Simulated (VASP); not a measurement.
Se: relaxation of cell and atoms with PBEsol

The system is Se.

```
Se
1.0
     2.03830    1.17681    1.11691
    -2.03830    1.17681    1.11691
     0.00000   -2.35363    1.11691
Se
1
Direct
  0.00000 0.00000 0.00000
```

This isn't the form of Se at room conditions, which is trigonal, of chains.

* Program: VASP 6.6.1
* Task: relaxation of cell and atoms
* Functional: PBEsol
* Potentials or basis: VASP PAW PBE potentials, release 64 (Se)
* Cutoff: 250 eV
* k mesh: 21 × 21 × 21
* Occupations: gaussian, width 0.1 eV
* Spin: no spin polarisation
* Target pressure: 0.0001 GPa
* Further INCAR settings: ALGO = Normal; EDIFF = 1e-07; IBRION = 2; EDIFFG = -0.002; NSW = 80; ISIF = 3
* Target pressure: 0.0001 GPa

```yaml
Relaxed_volume: 20.87 Å³/atom
Relaxed_cell: a = 2.775 Å, b = 2.775 Å, c = 2.775 Å, α = 96.82°, β = 96.82°, γ = 96.82°
Space_group_after_relaxing_to_0.05_Å: R-3m (No. 166)
Energy_change_on_relaxing_the_enthalpy_is_what_falls: -373.6 meV/atom
Ionic_steps: 16
Pressure_after_relaxing: 0.0 GPa
Band_gap_on_the_k_mesh: none (metal or under the smearing width)
```

The path:
```
step  energy change (eV)  largest force (eV/Å)  pressure (GPa)  volume (Å³)
   1              0.0000                0.0000           30.01        16.07
   2             -0.1128                0.0000          -11.79        24.15
   3             -0.2972                0.0000           -0.35        19.97
   4             -0.2973                0.0000            0.02        19.89
   5             -0.3341                0.0000           -0.03        20.17
   6             -0.3701                0.0000            0.21        20.62
   7             -0.3733                0.0000            0.31        20.75
   8             -0.3735                0.0000            0.33        20.79
   9             -0.3735                0.0000            0.32        20.81
  10             -0.3733                0.0000           -0.53        21.01
  11             -0.3736                0.0000            0.01        20.88
  12             -0.3736                0.0000            0.01        20.88
  13             -0.3735                0.0000           -0.26        20.94
  14             -0.3736                0.0000           -0.01        20.88
  15             -0.3736                0.0000            0.00        20.88
  16             -0.3736                0.0000            0.01        20.87
```

Final structure:
```xyz
1
Lattice="2.0752 1.1981 1.3989 -2.0752 1.1981 1.3989 0.0000 -2.3963 1.3989" Properties=species:S:1:pos:R:3 pbc="T T T"
Se    0.0000    0.0000    4.1968
```

Levels at points of the mesh, in eV from the Fermi level:
| k point | band 1 | band 2 | band 3 | band 4 | band 5 | band 6 | band 7 |
| --- | --- | --- | --- | --- | --- | --- | --- |
| (0.00, 0.00, 0.00) | -16.62 | 1.13 | 2.10 | 2.10 | 8.08 | 8.08 | 8.36 |

Run time: 2.3 min on 1 thread of AMD EPYC 9R45 (Zen 5), with other jobs on the host, peak memory 0.1 GiB.

Caveat: the cutoff is under 1.25 times the usual one of these potentials, so pressure, stress and relaxed cells hold a basis-set (Pulay) error; the cell is relaxed towards a set pressure, so the enthalpy falls and the energy may rise; the volume moved by over 15 % at a fixed basis, so the end points are rough; the PAW data sets were made with another functional, which shifts forces and pressure a little. Zero-point motion and thermal expansion aren't in these numbers.
